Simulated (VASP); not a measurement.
# Nd (Im-3m) in VASP: a series of runs

Runs on Nd. Level: PBE. Tasks: single point.

Program: VASP 6.6.1. These are calculated values, not measurements. Logs are shortened: lines on timing, memory, paths and dates and some standing lists are left out, and cuts for length are marked.

## 1. The crystal as given

It takes space group Im-3m (No. 229, cubic). Conventional cell: a = 4.151 Å, b = 4.151 Å, c = 4.151 Å, α = 90.00°, β = 90.00°, γ = 90.00°. Nd (site symmetry m-3m) is surrounded by 8 Nd at 3.59 Å.

This isn't the form of Nd at room conditions, which is double hcp.

## 2. Single point, PBE, collinear spin, ferromagnetic start

Contents of INCAR:

```
SYSTEM = Nd
  ADDGRID = .False.
  ALGO = Normal
  EDIFF = 1E-6
  ENCUT = 460
  GGA = PE
  ISIF = 2
  ISMEAR = -1
  ISPIN = 2
  LASPH = .True.
  LCHARG = .False.
  LMAXMIX = 6
  LORBIT = 11
  LREAL = .False.
  LWAVE = .False.
  MAGMOM = 3
  NBANDS = 16
  NELM = 100
  PREC = Accurate
  SIGMA = 0.1
```

Contents of KPOINTS:

```
k-points
0
Gamma
  8 8 8
  0 0 0
```

Contents of POSCAR:

```
Nd
1.0
   -2.0754700287      2.0754700287      2.0754700287
    2.0754700287     -2.0754700287      2.0754700287
    2.0754700287      2.0754700287     -2.0754700287
Nd
1
Direct
    0.0000000000      0.0000000000      0.0000000000
```

Potentials or basis: VASP PAW PBE potentials, release 64 (Nd_3), 4f in core.

Command:

```bash
> cat potpaw_PBE.64/Nd_3/POTCAR > POTCAR
> mpirun -np 1 vasp_std > vasp.out
```

OUTCAR:

```text
SYSTEM = Nd
   EDIFF = 1E-6
   ENCUT = 460
   GGA = PE
   ISIF = 2
   ISMEAR = -1
   ISPIN = 2
   LASPH = .True.
   LORBIT = 11
   LREAL = .False.
   NELM = 100
   PREC = Accurate

 Found     29 irreducible k-points:

 Following reciprocal coordinates:
            Coordinates               Weight
  0.000000  0.000000  0.000000      1.000000
  0.125000  0.000000  0.000000     12.000000
  0.250000  0.000000  0.000000     12.000000
  0.375000  0.000000  0.000000     12.000000
  0.500000  0.000000  0.000000      6.000000
  0.125000  0.125000  0.000000     24.000000
   k-points           NKPTS =     29   k-points in BZ     NKDIM =     29   number of bands    NBANDS=     16
   number of dos      NEDOS =    301   number of ions     NIONS =      1
   total plane-waves  NPLWV =  21952
   dimension x,y,z NGX =    28 NGY =   28 NGZ =   28
   dimension x,y,z NGXF=    56 NGYF=   56 NGZF=   56
   ions per type =               1
   NGX,Y,Z   is equivalent  to a cutoff of  12.95, 12.95, 12.95 a.u.
   NGXF,Y,Z  is equivalent  to a cutoff of  25.90, 25.90, 25.90 a.u.
 SYSTEM =  Nd
   PREC   = accura    normal or accurate (medium, high low for compatibility)
   ISTART =      0    job   : 0-new  1-cont  2-samecut
   ICHARG =      2    charge: 1-file 2-atom 10-const
   ISPIN  =      2    spin polarized calculation?
   LNONCOLLINEAR =      F non collinear calculations
   LSORBIT =      F    spin-orbit coupling
   LASPH  =      T    aspherical Exc in radial PAW
   ENCUT  =  460.0 eV  33.81 Ry    5.81 a.u.   6.29  6.29  6.29*2*pi/ulx,y,z
   NELM   =    100;   NELMIN=  2; NELMDL= -5     # of ELM steps
   EDIFF  = 0.1E-05   stopping-criterion for ELM
   LREAL  =      F    real-space projection
   EDIFFG = 0.1E-04   stopping-criterion for IOM
   NSW    =      0    number of steps for IOM
   IBRION =     -1    ionic relax: 0-MD 1-quasi-New 2-CG
   NFREE  =      0    steps in history (QN), initial steepest desc. (CG)
   ISIF   =      2    stress and relaxation
   ISYM   =      2    0-nonsym 1-usesym 2-fastsym
   POTIM  = 0.5000    time-step for ionic-motion
   TEBEG  =    0.0;   TEEND  =   0.0 temperature during run
   PSTRESS=    0.0 pullay stress
   NELECT =      11.0000    total number of electrons
   NUPDOWN=      -1.0000    fix difference up-down
   EMIN   =  10.00;   EMAX   =-10.00  energy-range for DOS
   EFERMI =   0.00;   METHOD = LEGACY
   ISMEAR =    -1;   SIGMA  =   0.10  broadening in eV -4-tet -1-fermi 0-gaus
   EFERMI_NEDOS =   21; number of points for ismear=-14 and -15
   IALGO  =     38    algorithm
   IMIX   =      4    mixing-type and parameters
     AMIX     =   0.40;   BMIX     =  1.00
     AMIX_MAG =   1.60;   BMIX_MAG =  1.00
  volume/ion in A,a.u.               =      35.76       241.33
  Fermi-wavevector in a.u.,A,eV,Ry     =   1.105103  2.088341 16.616139  1.221252
  Thomas-Fermi vector in A             =   2.241585
   LORBIT       =     11    0 simple, 1 ext, 2 COOP (PROOUT), +10 PAW based schemes
   GGA     = PE    functional components
   LHFCALC =     F    Hartree Fock is set to
   AEXX    =    0.0000 exact exchange contribution
   IVDW    =     0    specifies the selected vdW correction
   LEPSILON=     F    determine dielectric tensor
   LRPA    =     F    only Hartree local field effects (RPA)
 spin polarized calculation
  energy-cutoff  :      460.00
  volume of cell :       35.76
 maximum number of plane-waves:       814
 NGX is ok and might be reduce to    28
   NGX = 13   NGY = 13   NGZ = 13

 number of electron      11.0000000 magnetization       0.0038176

 Free energy of the ion-electron system (eV)
  ---------------------------------------------------
  ext. energy  EPLUGINS =         0.00000000
  ---------------------------------------------------
  free energy    TOTEN  =        -4.62080495 eV

  energy without entropy =       -4.54024619  energy(sigma->0) =       -4.58052557

 E-fermi :   3.3412     XC(G=0):  -9.5958

 val. band max:        3.3313268734   @ k =   0.3750   0.2500   0.0000
 cond. band min:       3.3512735409   @ k =   0.3750   0.0000   0.0000
 fundamental gap:      0.0199466675
 Fermi energy:         3.3412318742

 spin component 1

 k-point     1 :       0.0000    0.0000    0.0000
  band No.  band energies     occupation
      1     -34.6708      1.00000
      2     -15.3015      1.00000
      3     -15.3015      1.00000
      4     -15.3015      1.00000
      5      -0.6119      1.00000
      6       4.7711      0.00000
[... 8 lines left out ...]
     15      20.6428      0.00000
     16      22.3147      0.00000

 k-point     2 :       0.1250    0.0000    0.0000
  band No.  band energies     occupation
      1     -34.6535      1.00000
      2     -15.4568      1.00000
      3     -15.3484      1.00000
      4     -15.3028      1.00000
      5      -0.1655      1.00000
      6       4.4615      0.00001
[... 8 lines left out ...]
     15      19.0937      0.00000
     16      21.9957      0.00000

 k-point     3 :       0.2500    0.0000    0.0000
  band No.  band energies     occupation
      1     -34.6113      1.00000
      2     -15.8116      1.00000
      3     -15.4590      1.00000
      4     -15.3061      1.00000
      5       0.8428      1.00000
      6       3.8474      0.00630
[... 8 lines left out ...]
     15      18.4392      0.00000
     16      19.8812      0.00000

 k-point     4 :       0.3750    0.0000    0.0000
  band No.  band energies     occupation
      1     -34.5687      1.00000
      2     -16.1422      1.00000
      3     -15.5662      1.00000
      4     -15.3096      1.00000
      5       1.3751      1.00000
      6       3.3513      0.47492
[... 8 lines left out ...]
     15      18.7748      0.00000
     16      19.1948      0.00000

 k-point     5 :       0.5000    0.0000    0.0000
  band No.  band energies     occupation
      1     -34.5509      1.00000
      2     -16.2732      1.00000
      3     -15.6097      1.00000
      4     -15.3110      1.00000
      5       1.3606      1.00000
      6       3.1692      0.84815
[... 8 lines left out ...]
     15      20.9125      0.00000
     16      21.5699      0.00000

 k-point     6 :       0.1250    0.1250    0.0000
  band No.  band energies     occupation
      1     -34.6237      1.00000
      2     -15.7001      1.00000
      3     -15.4050      1.00000
      4     -15.3388      1.00000
      5       0.6007      1.00000
      6       4.1024      0.00049
[... 8 lines left out ...]
     15      18.9941      0.00000
     16      19.5501      0.00000

 [... further k-points ...]

 spin component 2

 k-point     1 :       0.0000    0.0000    0.0000
  band No.  band energies     occupation
      1     -34.6700      1.00000
      2     -15.3004      1.00000
      3     -15.3004      1.00000
      4     -15.3004      1.00000
      5      -0.6091      1.00000
      6       4.7738      0.00000
[... 8 lines left out ...]
     15      20.6450      0.00000
     16      22.3169      0.00000

 k-point     2 :       0.1250    0.0000    0.0000
  band No.  band energies     occupation
      1     -34.6526      1.00000
      2     -15.4557      1.00000
      3     -15.3473      1.00000
      4     -15.3017      1.00000
      5      -0.1627      1.00000
      6       4.4642      0.00001
[... 8 lines left out ...]
     15      19.0960      0.00000
     16      21.9981      0.00000

 k-point     3 :       0.2500    0.0000    0.0000
  band No.  band energies     occupation
      1     -34.6105      1.00000
      2     -15.8104      1.00000
      3     -15.4579      1.00000
      4     -15.3050      1.00000
      5       0.8455      1.00000
      6       3.8501      0.00613
[... 8 lines left out ...]
     15      18.4418      0.00000
     16      19.8840      0.00000

 k-point     4 :       0.3750    0.0000    0.0000
  band No.  band energies     occupation
      1     -34.5678      1.00000
      2     -16.1410      1.00000
      3     -15.5651      1.00000
      4     -15.3085      1.00000
      5       1.3777      1.00000
      6       3.3540      0.46803
[... 8 lines left out ...]
     15      18.7777      0.00000
     16      19.1974      0.00000

 k-point     5 :       0.5000    0.0000    0.0000
  band No.  band energies     occupation
      1     -34.5500      1.00000
      2     -16.2719      1.00000
      3     -15.6085      1.00000
      4     -15.3099      1.00000
      5       1.3632      1.00000
      6       3.1720      0.84454
[... 8 lines left out ...]
     15      20.9151      0.00000
     16      21.5721      0.00000

 k-point     6 :       0.1250    0.1250    0.0000
  band No.  band energies     occupation
      1     -34.6229      1.00000
      2     -15.6989      1.00000
      3     -15.4039      1.00000
      4     -15.3377      1.00000
      5       0.6035      1.00000
      6       4.1049      0.00048
[... 8 lines left out ...]
     15      18.9965      0.00000
     16      19.5525      0.00000

 [... further k-points ...]
[... 5 lines left out ...]
  --------------------------------------------------------------------------------------
  -------------------------------------------------------------------------------------
  Total       -0.0378288     -0.0378288     -0.0378288      0.0000000      0.0000000      0.0000000
  in kB       -1.6948217     -1.6948217     -1.6948217      0.0000000      0.0000000      0.0000000
  external PRESSURE =      -1.6948217 kB  Pullay stress =       0.0000000 kB

 VOLUME and BASIS-vectors are now :
 -----------------------------------------------------------------------------
  energy-cutoff  :      460.00
  volume of cell :       35.76
      direct lattice vectors                 reciprocal lattice vectors
    -2.075470029  2.075470029  2.075470029     0.000000000  0.240909285  0.240909285
     2.075470029 -2.075470029  2.075470029     0.240909285  0.000000000  0.240909285
     2.075470029  2.075470029 -2.075470029     0.240909285  0.240909285  0.000000000

 POSITION                                       TOTAL-FORCE (eV/Angst)
 -----------------------------------------------------------------------------------
      0.00000      0.00000      0.00000        -0.000000      0.000000     -0.000000
 -----------------------------------------------------------------------------------
    total drift:                               -0.000000     -0.000000     -0.000000

  FREE ENERGIE OF THE ION-ELECTRON SYSTEM (eV)
  ---------------------------------------------------
  free  energy   TOTEN  =        -4.6208049510 eV

  energy  without entropy=       -4.5402461943  energy(sigma->0) =       -4.58052557

 total charge

# of ion       s       p       d       tot
------------------------------------------
    1        2.154   5.773   0.955   8.882

 magnetization (x)

# of ion       s       p       d       tot
------------------------------------------
    1        0.000   0.000   0.001   0.002
```

Wall time 32 s (1 thread of Intel Xeon Platinum 8488C (Sapphire Rapids), shared host); peak memory 0.18 GiB.

These settings aren't checked as converged: the numbers below hold their error.

What came out:

```
Free energy                                           : -4.6208 eV
Pressure                                              : -0.2 GPa
Band gap on the k mesh                                : none (metal or under the smearing width)
Net moment                                            : 0.00 μB per cell
Valence electrons inside the program's atomic spheres : Nd 8.88
```

Caveat: the magnetic or orbital state may not be the lowest; spin-orbit coupling is left out, which moves the levels of the heavy elements; the 4f electrons are frozen in the core as for a trivalent ion, so they carry no moment and show no levels.

## 3. Single point, PBE, collinear spin, ferromagnetic start

INCAR: that of step 2 with these lines changed.

```diff
@@ -4,3 +4,3 @@
   EDIFF = 1E-6
-  ENCUT = 460
+  ENCUT = 400
   GGA = PE
```

Contents of KPOINTS:

```
k-points
0
Gamma
  9 9 9
  0 0 0
```

POSCAR is that of step 2.

Potentials or basis: VASP PAW PBE potentials, release 64 (Nd_3), 4f in core.

Command:

```bash
> cat potpaw_PBE.64/Nd_3/POTCAR > POTCAR
> mpirun -np 1 vasp_std > vasp.out
```

Wall time 16 s (1 thread of Intel Xeon Platinum 8488C (Sapphire Rapids), shared host); peak memory 0.15 GiB.

The run converged, but some of its settings lie outside the range that counts as converged, so its numbers aren't taken as properties of the crystal.

Results:

```
Free energy                                           : -4.6227 eV
Pressure                                              : -0.1 GPa
Band gap on the k mesh                                : none (metal or under the smearing width)
Net moment                                            : 0.00 μB per cell
Valence electrons inside the program's atomic spheres : Nd 8.88
```

Caveat: the magnetic or orbital state may not be the lowest; spin-orbit coupling is left out, which moves the levels of the heavy elements; the 4f electrons are frozen in the core as for a trivalent ion, so they carry no moment and show no levels.

## 4. Single point, PBE, collinear spin, ferromagnetic start

INCAR: that of step 3 with these lines changed.

```diff
@@ -4,3 +4,3 @@
   EDIFF = 1E-6
-  ENCUT = 400
+  ENCUT = 520
   GGA = PE
```

Contents of KPOINTS:

```
k-points
0
Gamma
  8 8 8
  0 0 0
```

POSCAR is that of step 3.

Command:

```bash
> cat potpaw_PBE.64/Nd_3/POTCAR > POTCAR
> mpirun -np 1 vasp_std > vasp.out
```

Wall time 29 s (1 thread of Intel Xeon Platinum 8488C (Sapphire Rapids), shared host); peak memory 0.18 GiB.

The run converged, but some of its settings lie outside the range that counts as converged, so its numbers aren't taken as properties of the crystal.

What came out:

```yaml
Free_energy: -4.6208 eV
Pressure: -0.2 GPa
Band_gap_on_the_k_mesh: none (metal or under the smearing width)
Net_moment: 0.00 μB per cell
Valence_electrons_inside_the_program's_atomic_spheres: Nd 8.88
```

Caveat: the magnetic or orbital state may not be the lowest; spin-orbit coupling is left out, which moves the levels of the heavy elements; the 4f electrons are frozen in the core as for a trivalent ion, so they carry no moment and show no levels.

## 5. Single point, PBE, collinear spin, ferromagnetic start

INCAR: that of step 4 with these lines changed.

```diff
@@ -4,3 +4,3 @@
   EDIFF = 1E-6
-  ENCUT = 520
+  ENCUT = 460
   GGA = PE
```

Contents of KPOINTS:

```
k-points
0
Gamma
  9 9 9
  0 0 0
```

POSCAR is that of step 4.

Command:

```bash
> cat potpaw_PBE.64/Nd_3/POTCAR > POTCAR
> mpirun -np 1 vasp_std > vasp.out
```

Wall time 35 s (1 thread of Intel Xeon Platinum 8488C (Sapphire Rapids), shared host); peak memory 0.18 GiB.

These settings aren't checked as converged: the numbers below hold their error.

Results:

| Property | Result |
| --- | --- |
| Free energy | -4.6228 eV |
| Pressure | -0.1 GPa |
| Band gap on the k mesh | none (metal or under the smearing width) |
| Net moment | 0.00 μB per cell |
| Valence electrons inside the program's atomic spheres | Nd 8.88 |

Caveat: the magnetic or orbital state may not be the lowest; spin-orbit coupling is left out, which moves the levels of the heavy elements; the 4f electrons are frozen in the core as for a trivalent ion, so they carry no moment and show no levels.

## 6. Single point, PBE, collinear spin, ferromagnetic start

INCAR: that of step 5 with these lines changed.

```diff
@@ -19,2 +19,2 @@
   PREC = Accurate
-  SIGMA = 0.1
+  SIGMA = 0.4
```

KPOINTS is that of step 5.

POSCAR is that of step 5.

Potentials or basis: VASP PAW PBE potentials, release 64 (Nd_3), 4f in core.

Command:

```bash
> cat potpaw_PBE.64/Nd_3/POTCAR > POTCAR
> mpirun -np 1 vasp_std > vasp.out
```

Run time: 31 s. Hardware: 1 thread of Intel Xeon Platinum 8488C (Sapphire Rapids), shared host; peak memory 0.17 GiB.

The run converged, but some of its settings lie outside the range that counts as converged, so its numbers aren't taken as properties of the crystal.

Results:

| Item | Value |
| --- | --- |
| Free energy | -5.0691 eV |
| Pressure | 1.5 GPa |
| Band gap on the k mesh | none (metal or under the smearing width) |
| Net moment | 0.00 μB per cell |
| Valence electrons inside the program's atomic spheres | Nd 8.89 |

Caveat: the magnetic or orbital state may not be the lowest; spin-orbit coupling is left out, which moves the levels of the heavy elements; the 4f electrons are frozen in the core as for a trivalent ion, so they carry no moment and show no levels.
